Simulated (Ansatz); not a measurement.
# Te2Mo: experiment and calculation

**Experimental background.**

“MBE growth of 2H-MoTe2 and 1T'-MoTe2 on 3D substrates”, 2017, arxiv:1705.00651 quotes, for a bulk crystal of Te2Mo: lattice constant a 3.52085 Å; lattice constant c 13.9664 Å.

“Surface transport and band gap structure of exfoliated 2H-MoTe2 crystals”, 2014, arxiv:1407.1219 reports, for a bulk crystal of Te2Mo at 77 K: band gap 0.96 ± 0.02 eV (indirect).

How close the calculation comes is told below.

These are results of DFT r2SCAN, scalar-relativistic, plane waves, PAW (Ansatz 0.2.0), not measurements.

Settings: cutoff 500 eV, Γ-centred mesh 12×12×2 on the computed 6-atom cell, Gaussian smearing of 0.02 eV; no spin polarisation.

Relaxed structure, symmetry kept:

```
CELL_PARAMETERS angstrom
3.56355 0.00000 0.00000
-1.78177 3.08612 0.00000
0.00000 0.00000 14.72622
ATOMIC_POSITIONS crystal
Te 0.33333 0.66667 0.62848
Te 0.66667 0.33333 0.12848
Te 0.33333 0.66667 0.87152
Te 0.66667 0.33333 0.37152
Mo 0.33333 0.66667 0.25000
Mo 0.66667 0.33333 0.75000
```

```json
{
 "Space group": "P6_3/mmc (No. 194)",
 "Volume per atom": "182.2 bohr³",
 "Formation energy from the elements' standard states (uncorrected)": "-0.303 eV/atom",
 "Generalised Kohn–Sham band gap": "1.05 eV, indirect from Γ to (0.195, 0.195, 0.000)",
 "Löwdin character of the top 1 eV of the valence band": "Mo 4d 59 %, Te 5p 37 %",
 "Löwdin character of the lowest 1 eV of the conduction band": "Mo 4d 68 %, Te 5p 26 %",
 "Electron masses at the edge by Cartesian direction of the standard setting (m_e; degenerate bands sorted by energy; no spin-orbit coupling)": "x: 0.69; y: 0.47; z: 0.58",
 "Hole masses at the edge by Cartesian direction of the standard setting (m_e; degenerate bands sorted by energy; no spin-orbit coupling)": "x: 1.5; y: 1.5; z: 1.3",
 "Bader charges (e)": "Te (4 in the cell) -0.34, Mo (2 in the cell) 0.69"
}
```

Spin-orbit coupling is left out, which matters for the bands of heavy elements. Each cell of Te2Mo holds layers, and where no dispersion correction was added their binding is poorly described.

Against the measured lattice constant a of Te2Mo, 3.52085 Å (quoted in the paper above), the calculated 3.564 Å is off by +1.2 %. Measured lattice constant c of Te2Mo: 13.9664 Å (quoted in the paper above). This calculation gives 14.726 Å (+5.4 %). So large a difference can come from the functional (as between layers that it hardly binds), but also from another choice of axes, another phase or a misread value. The calculation is for 0 K without zero-point motion. A measured band gap of Te2Mo is 0.96 eV (indirect; 77 K; the paper above); the calculated 1.05 eV misses it by +0.09 eV. 2 values of this kind are on record (0.88 to 0.96 eV); this one was drawn at random among those near their median, those with a stated uncertainty first. Kohn–Sham gaps of semilocal functionals fall short of measured ones as a rule; spin-orbit coupling, left out here, would usually lower the calculated gap of a compound with heavy elements.

Cost: 8 runs of about 13 core-minutes in all, on Intel Xeon Platinum 8488C (Sapphire Rapids) (shared hosts).